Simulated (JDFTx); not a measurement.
Ni:

```
CELL_PARAMETERS angstrom
0.00000 1.73757 1.73757
1.73757 0.00000 1.73757
1.73757 1.73757 0.00000
ATOMIC_POSITIONS crystal
Ni 0.00000 0.00000 0.00000
```

A run of JDFTx 1.7.0 (patched build) on this cell left the log below. Logs are shortened: lines on timing, memory, paths and dates and some standing lists are left out, and cuts for length are marked.

```text
*************** JDFTx 1.7.0 (patched build) ***************

Input parsed successfully to the following command list (including defaults):
[... the input with its defaults ...]

---------- Setting up symmetries ----------

Found 48 point-group symmetries of the bravais lattice
Found 48 space-group symmetries with basis
Applied RMS atom displacement 0 bohrs to make symmetries exact.

---------- Initializing the Grid ----------
R =
[            0      3.28354      3.28354  ]
[      3.28354            0      3.28354  ]
[      3.28354      3.28354            0  ]
unit cell volume = 70.8037
G =
[  -0.956771   0.956771   0.956771  ]
[   0.956771  -0.956771   0.956771  ]
[   0.956771   0.956771  -0.956771  ]
Minimum fftbox size, Smin = [  32  32  32  ]
Chosen fftbox size, S = [  32  32  32  ]

---------- Exchange Correlation functional ----------
Initalized PBE GGA exchange.
Initalized PBE GGA correlation.

---------- Setting up pseudopotentials ----------
Width of ionic core gaussian charges (only for fluid interactions / plotting) set to 0

Reading pseudopotential file 'pseudo/Ni.upf':
  'Ni' pseudopotential, 'PBE' functional
  Generated using ONCVPSP code by D. R. Hamann
  18 valence electrons, 4 orbitals, 6 projectors, 1001 radial grid points, with lMax = 2
    3S    l: 0   occupation:  2.0   eigenvalue: -4.081355
    3P    l: 1   occupation:  6.0   eigenvalue: -2.623460
    3D    l: 2   occupation:  8.0   eigenvalue: -0.326118
    4S    l: 0   occupation:  2.0   eigenvalue: -0.207378
  Core radius for overlap checks: 1.60 bohrs.

Initialized 1 species with 1 total atoms.

Folded 1 k-points by 13x13x13 to 2197 k-points.

---------- Setting up k-points, bands, fillings ----------
Reduced to 84 k-points under symmetry.
[... 23 lines left out ...]
LCAOMinimize: Iter:   7  F: -164.1360090156035199  |grad|_K:  1.706e-06  alpha:  4.358e-01  linmin: -2.583e-04  cgtest:  1.717e-03
	FillingsUpdate:  mu: +0.715908027  nElectrons: 18.000000  magneticMoment: [ Abs: 0.00342  Tot: -0.00000 ]
LCAOMinimize: Iter:   8  F: -164.1360090583572457  |grad|_K:  2.820e-07  alpha:  7.770e-01  linmin: -2.342e-05  cgtest: -5.249e-03
LCAOMinimize: Converged (|Delta F|<1.000000e-06 for 2 iters).

-------- Electronic minimization -----------
Will mix electronic density at each iteration.
	FillingsUpdate:  mu: +0.715908027  nElectrons: 18.000000  magneticMoment: [ Abs: 0.00342  Tot: -0.00000 ]
	FillingsUpdate:  mu: +0.715678591  nElectrons: 18.000000  magneticMoment: [ Abs: 0.00342  Tot: -0.00000 ]
SCF: Cycle:  0   F: -164.142595112414057   dF: -6.586e-03   |Residual|: 4.739e-02   |deigs|: 2.564e-01
	FillingsUpdate:  mu: +0.702863545  nElectrons: 18.000000  magneticMoment: [ Abs: 0.00051  Tot: +0.00000 ]
SCF: Cycle:  1   F: -164.143499966122704   dF: -9.049e-04   |Residual|: 1.893e-02   |deigs|: 1.171e-02
	FillingsUpdate:  mu: +0.708434657  nElectrons: 18.000000  magneticMoment: [ Abs: 0.00019  Tot: -0.00000 ]
SCF: Cycle:  2   F: -164.143865149306492   dF: -3.652e-04   |Residual|: 7.904e-03   |deigs|: 4.614e-03
	FillingsUpdate:  mu: +0.708396328  nElectrons: 18.000000  magneticMoment: [ Abs: 0.00017  Tot: +0.00000 ]
SCF: Cycle:  3   F: -164.143871355358243   dF: -6.206e-06   |Residual|: 1.003e-03   |deigs|: 3.702e-04
	FillingsUpdate:  mu: +0.708334241  nElectrons: 18.000000  magneticMoment: [ Abs: 0.00011  Tot: -0.00000 ]
SCF: Cycle:  4   F: -164.143871514231904   dF: -1.589e-07   |Residual|: 3.702e-04   |deigs|: 3.899e-05
	FillingsUpdate:  mu: +0.708355647  nElectrons: 18.000000  magneticMoment: [ Abs: 0.00006  Tot: +0.00000 ]
SCF: Cycle:  5   F: -164.143871536590524   dF: -2.236e-08   |Residual|: 5.237e-05   |deigs|: 2.059e-05
	FillingsUpdate:  mu: +0.708360913  nElectrons: 18.000000  magneticMoment: [ Abs: 0.00001  Tot: +0.00000 ]
SCF: Cycle:  6   F: -164.143871541117420   dF: -4.527e-09   |Residual|: 2.595e-05   |deigs|: 1.224e-05
	FillingsUpdate:  mu: +0.708366672  nElectrons: 18.000000  magneticMoment: [ Abs: 0.00001  Tot: +0.00000 ]
SCF: Cycle:  7   F: -164.143871541923971   dF: -8.066e-10   |Residual|: 1.798e-05   |deigs|: 1.149e-05
	FillingsUpdate:  mu: +0.708364554  nElectrons: 18.000000  magneticMoment: [ Abs: 0.00000  Tot: +0.00000 ]
SCF: Cycle:  8   F: -164.143871542268926   dF: -3.450e-10   |Residual|: 3.743e-06   |deigs|: 1.615e-05
SCF: Converged (|Delta E|<1.000000e-09 for 2 iters).

Setting wave functions to eigenvectors of Hamiltonian
Converging empty states (this may take a while): |deigs|: 2.306e-04

# Stress tensor in Cartesian coordinates [Eh/a0^3]:
[ -0.000236037            0            0  ]
[            0 -0.000236037            0  ]
[            0            0 -0.000236037  ]

# Ionic positions in lattice coordinates:
ion Ni   0.000000000000000   0.000000000000000   0.000000000000000 1

# Forces in Cartesian coordinates:
force Ni   0.000000000000000   0.000000000000000   0.000000000000000 1

# Energy components:
   Eewald =     -113.1017655562718573
       EH =       45.8146479172584691
     Eloc =     -131.5949266000441185
      Enl =      -26.4745596137855088
      Exc =      -21.4340547353350388
 Exc_core =        3.6444875294878472
       KE =       79.0033105999727638
-------------------------------------
     Etot =     -164.1428604587174789
       TS =        0.0010110835514533
-------------------------------------
        F =     -164.1438715422689256

IonicMinimize: Iter:   0  F: -164.143871542268926  |grad|_K:  0.000e+00
IonicMinimize: Converged (|grad|_K<1.000000e-04).

#--- Lowdin population analysis ---
# oxidation-state Ni +0.218
# magnetic-moments Ni +0.000

Dumping 'run.eigStats' ...
	eMin: -3.082029 at state 0 ( [ +0.000000 +0.000000 +0.000000 ] spin 1 )
	HOMO: +0.707950 at state 162 ( [ +0.153846 +0.384615 -0.384615 ] spin -1 )
	mu  : +0.708366
	LUMO: +0.708546 at state 70 ( [ +0.076923 +0.384615 -0.384615 ] spin 1 )
	eMax: +2.034977 at state 126 ( [ +0.000000 +0.307692 -0.307692 ] spin -1 )
	HOMO-LUMO gap: +0.000596
	Optical gap  : +0.005887 at state 131 ( [ +0.000000 +0.461538 +0.461538 ] spin -1 )
Done!
```

Write the input and the command behind it.

Single point with PBE, collinear spin, ferromagnetic start. The files as run (others can give the same):

Ni.in
```
lattice \
    0.0000000000     1.7375729330     1.7375729330 \
    1.7375729330     0.0000000000     1.7375729330 \
    1.7375729330     1.7375729330     0.0000000000
latt-scale 1.889726124626 1.889726124626 1.889726124626
coords-type Lattice
ion Ni     0.0000000000     0.0000000000     0.0000000000 1

ion-species pseudo/Ni.upf
elec-cutoff 49
elec-ex-corr gga-PBE
kpoint-folding 13 13 13
elec-smearing Fermi 0.0018374661
elec-n-bands 15
spintype z-spin
initial-magnetic-moments Ni 1
elec-initial-magnetization 0 yes
electronic-SCF nIterations 100 energyDiffThreshold 1e-09
electronic-minimize nIterations 30 energyDiffThreshold 1e-7
converge-empty-states yes
forces-output-coords Cartesian

dump-name run.$VAR
dump End Ecomponents EigStats BandEigs Kpoints Forces Stress
```

Potentials or basis: PseudoDojo-SR-PBE-0.5-standard with smoothed tails.
Launch:
```console
$ jdftx -c 1 -i Ni.in -o Ni.out
```

Caveat: the total moment is fixed, so each spin has its own Fermi level.
